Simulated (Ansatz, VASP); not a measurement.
Ta: VASP beside Ansatz

The input INCAR:

```
  ALGO = Normal
  EDIFF = 1E-6
  ENCUT = 520
  GGA = RE
  ISIF = 2
  ISMEAR = -1
  LASPH = T
  LCHARG = F
  LREAL = F
  LWAVE = F
  NBANDS = 12
  NELM = 60
  PREC = Accurate
  SIGMA = 0.05
```

Contents of KPOINTS:

```
k-points
0
Gamma
  11 11 11
```

Contents of POSCAR:

```
Ta
1.0
   -1.6512800000      1.6512800000      1.6512800000
    1.6512800000     -1.6512800000      1.6512800000
    1.6512800000      1.6512800000     -1.6512800000
Ta
1
Direct
    0.0000000000      0.0000000000      0.0000000000
```

The input input.yaml:

```yaml
crystal:
  lattice:
    - [-1.65128, 1.65128, 1.65128]
    - [1.65128, -1.65128, 1.65128]
    - [1.65128, 1.65128, -1.65128]
  atoms:
    - { symbol: Ta, position: [0.0, 0.0, 0.0] }
kpoints:
  mp_grid: { grid: [11, 11, 11] }
  band_path:
    path:
      - [0.0, 0.0, 0.0]
      - [0.5, -0.5, 0.5]
      - [0.0, 0.0, 0.5]
      - [0.0, 0.0, 0.0]
      - [0.25, 0.25, 0.25]
      - [0.5, -0.5, 0.5]
    npoints: 8
scf:
  occupations: { method: fermi_dirac, width: 0.05 }
hamiltonian:
  xc: revpbe
  pseudopotentials: { kind: all_electron, lapw: { basis_error: 0.001 } }
output:
  forces: true
  stress: true
  eigenvalues: true
```

Alike in both runs: functional revPBE; k mesh 11 × 11 × 11; occupations fermi-dirac, width 0.05 eV; no spin polarisation.

|  | VASP | Ansatz |
| --- | --- | --- |
| version | VASP 6.6.1 | Ansatz 0.2.0 |
| potentials or method | VASP PAW PBE potentials, release 64 (Ta_pv) | all-electron LAPW, scalar-relativistic |
| plane-wave cutoff (eV) | 520 | see its input |
| task | single point | band structure |

VASP gave:

| Property | Result |
| --- | --- |
| gap on the k mesh at the Fermi level (eV) | none |
| pressure (GPa) | 5.2 |

Problem. What did Ansatz give for the same quantities?

Solution. gap on the k mesh at the Fermi level (eV): none; pressure (GPa): 5.1.

A gap of «none» marks a metal or a gap that the smearing closes. Ansatz ran all-electron here, so the differences hold the error of VASP's frozen core and of both bases.

Caveats: the PAW data sets were made with another functional, which shifts forces and pressure a little (VASP); spin-orbit coupling is left out, which moves the levels of the heavy elements (Ansatz). The runs have no spin-orbit coupling, so splittings on Ta are missing.
